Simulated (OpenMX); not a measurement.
BN:

```xyz
2
Lattice="0.0000 1.8130 1.8130 1.8130 0.0000 1.8130 1.8130 1.8130 0.0000" Properties=species:S:1:pos:R:3 pbc="T T T"
N     0.9065    0.9065    0.9065
B     0.0000    0.0000    0.0000
```

The cell is a database's computed one.

Base run:

```yaml
Program: OpenMX 3.8.5
Functional: PBE
Potentials_or_basis: OpenMX 2013 PBE set, N6.0-s3p2d2, B7.0-s3p2d2, grid cutoff 400 Ry
k_mesh: 13 × 13 × 13
Occupations: fermi-dirac, width 0.05 eV
Spin: no spin polarisation
```

Its results: band gap on the k mesh 4.57 eV, indirect (least direct gap 8.80 eV); pressure -0.1 GPa.

**Question.** The run is repeated on the same cell with these changes: functional from PBE to LDA; potentials or basis from OpenMX 2013 PBE set, N6.0-s3p2d2, B7.0-s3p2d2, grid cutoff 400 Ry to OpenMX 2013 LDA set, N6.0-s2p2d1, B7.0-s2p2d1, grid cutoff 400 Ry. What comes out?

**Answer.** Band gap on the k mesh 4.58 eV, indirect (least direct gap 8.69 eV); pressure -12.1 GPa.

Caveats: the basis of atomic orbitals isn't converged, which shifts pressures, moduli and gaps.

A k mesh can miss the band edges.

Not every run made on this cell is shown here.
